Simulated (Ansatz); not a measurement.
## How settings move the G0W0 gap of KCl (Pm-3m)

KCl (started from an entry of an open crystallographic database), relaxed with r2SCAN; one-shot G0W0 in Ansatz without spin-orbit coupling. The values are computed, spin-unpolarised, and not measurements.

```xyz
2
Lattice="3.7708 0.0000 0.0000 0.0000 3.7708 0.0000 0.0000 0.0000 3.7708" Properties=species:S:1:pos:R:3 pbc="T T T"
K     0.0000    0.0000    0.0000
Cl    1.8854    1.8854    1.8854
```

Gaps are read over the mesh points alone. G0W0 here is at a finite number of bands, screening cutoff and k mesh, not at the basis limit.
```
 start       potentials      frequency model   mesh  empty bands  screening cutoff (eV)  Kohn-Sham gap (eV)  G0W0 gap (eV)
   PBE              PAW  contour deformation  4×4×4          121                    100                5.03           7.49
   PBE              PAW  contour deformation  4×4×4          294                    180                5.03           7.66
   PBE              PAW  contour deformation  4×4×4          570                    260                5.03           7.72
 HSE06              PAW  contour deformation  4×4×4          294                    180                6.37           8.29
r2SCAN              PAW  contour deformation  4×4×4          294                    180                5.80           8.06
  PBE0              PAW  contour deformation  4×4×4          294                    180                7.10           8.50
   PBE              PAW     Godby-Needs pole  4×4×4          294                    180                5.03           7.64
   PBE              PAW  contour deformation  6×6×6           87                     80                5.03           7.40
   PBE  norm-conserving  contour deformation  4×4×4          294                    180                5.03           7.66
```

The quasiparticle gap on this mesh is 7.72 eV (M to Γ), against 5.03 eV from PBE: +2.69 eV. Renormalisation factors Z lie between 0.79 and 0.86.

Raising bands and cutoff together moves the gap by +0.17 eV (100 to 180 eV), then +0.06 eV (180 to 260 eV); the last step is still large, so the basis limit isn't reached. Starting from HSE06 (6.37 eV against PBE's 5.03 eV) gives 8.29 eV, +0.63 eV from G0W0@PBE at the same screening cutoff. Starting from r2SCAN (5.80 eV against PBE's 5.03 eV) gives 8.06 eV, +0.40 eV from G0W0@PBE at the same screening cutoff. Starting from PBE0 (7.10 eV against PBE's 5.03 eV) gives 8.50 eV, +0.84 eV from G0W0@PBE at the same screening cutoff. The Godby-Needs plasmon pole differs from contour deformation by -0.02 eV. Norm-conserving potentials (wave cutoff 850 eV against 420 eV) shift the quasiparticle gap by 0.00 eV and the PBE gap by 0.00 eV. r2SCAN runs take a wave cutoff of 500 eV.
